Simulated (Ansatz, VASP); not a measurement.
Sr in VASP and in Ansatz

```
Sr
1.0
    -2.43739    2.43739    2.43739
     2.43739   -2.43739    2.43739
     2.43739    2.43739   -2.43739
Sr
1
Direct
  0.00000 0.00000 0.00000
```

Alike in both runs: task single point; functional RPBE; k mesh 10 × 10 × 10; occupations fermi-dirac, width 0.1 eV; no spin polarisation.

|  | VASP | Ansatz |
| --- | --- | --- |
| version | VASP 6.6.1 | Ansatz 0.2.0 |
| potentials or method | VASP PAW PBE potentials, release 64 (Sr_sv) | plane waves (420 eV) with PAW, scalar-relativistic |
| plane-wave cutoff (eV) | 520 | 420 |
| valence electrons in the cell | 10 | 10 |

```tsv
	VASP	Ansatz	Ansatz less VASP
pressure (GPa)	0.0	0.0	0.00
```

The functional is the same, so the differences come from potentials, cutoffs and numerics.

Caveats: the PAW data sets were made with another functional, which shifts forces and pressure a little (VASP).
